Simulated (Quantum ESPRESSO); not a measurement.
Crystal: Pt.

```
Pt
1.0
     0.00000    1.96090    1.96090
     1.96090    0.00000    1.96090
     1.96090    1.96090    0.00000
Pt
1
Direct
  0.00000 0.00000 0.00000
```

```yaml
Program: Quantum ESPRESSO 7.5
Task: relaxation of cell and atoms
Functional: PBEsol
Dispersion: D4
Potentials_or_basis: GBRV 1.5 PBEsol
Cutoff: 612 eV
Density_cutoff: 4898 eV
k_mesh: 12 × 12 × 12
Occupations: fermi-dirac, width 0.05 eV
Spin: no spin polarisation
```

At the start: pressure -6.1 GPa; volume 15.08 Å³/atom.

**Question.** Where does the relaxation end?

**Answer.** Over 3 steps the energy falls by 5.0 meV/atom and the volume is 14.77 Å³/atom (-2.1 %); space group Fm-3m (No. 225, to 0.05 Å).

The path:
| step | energy change (eV) | largest force (eV/Å) | pressure (GPa) | volume (Å³) |
| --- | --- | --- | --- | --- |
| 1 | 0.0000 | 0.0000 | -6.11 | 15.08 |
| 2 | -0.0046 | 0.0000 | 1.10 | 14.71 |
| 3 | -0.0050 | 0.0000 | -0.04 | 14.77 |

Final structure:
```cif
data_structure
_symmetry_space_group_name_H-M 'P 1'
_symmetry_Int_Tables_number 1
_cell_length_a 2.7538
_cell_length_b 2.7538
_cell_length_c 2.7538
_cell_angle_alpha 60.000
_cell_angle_beta 60.000
_cell_angle_gamma 60.000
_cell_volume 14.77
loop_
_atom_site_label
_atom_site_type_symbol
_atom_site_fract_x
_atom_site_fract_y
_atom_site_fract_z
_atom_site_occupancy
Pt1 Pt 0.00000 0.00000 0.00000 1
```

Caveat: pairwise dispersion overbinds metals, which lowers pressure and volume.
